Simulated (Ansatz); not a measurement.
Crystal: Ge.

```
Ge
1.0
     0.00000    2.82891    2.82891
     2.82891    0.00000    2.82891
     2.82891    2.82891    0.00000
Ge
2
Direct
  0.25000 0.25000 0.25000
  0.00000 0.00000 0.00000
```

Base run:

```yaml
Program: Ansatz 0.2.0
Functional: RPBE
Potentials_or_basis: all-electron PAW datasets made for the crystal
Cutoff: 140 eV
Density_cutoff: 840 eV
k_mesh: 8 × 8 × 8
Occupations: fermi-dirac, width 0.025 eV
Spin: no spin polarisation
```

Its results: band gap on the k mesh 0.15 eV, direct; pressure 5.4 GPa.

The run is repeated on the same cell with these changes: functional from RPBE to PBE-LDA; potentials or basis from all-electron PAW datasets made for the crystal to all-electron LAPW, non-relativistic; cutoff from 140 eV to 291 eV; density cutoff from 840 eV to 1166 eV. What comes out?

Band gap on the k mesh 0.57 eV, direct; pressure 9.5 GPa.

Caveats: relativity is left out, which matters for the heavier elements (some runs).

A k mesh can miss the band edges.

Not every run made on this cell is shown here.
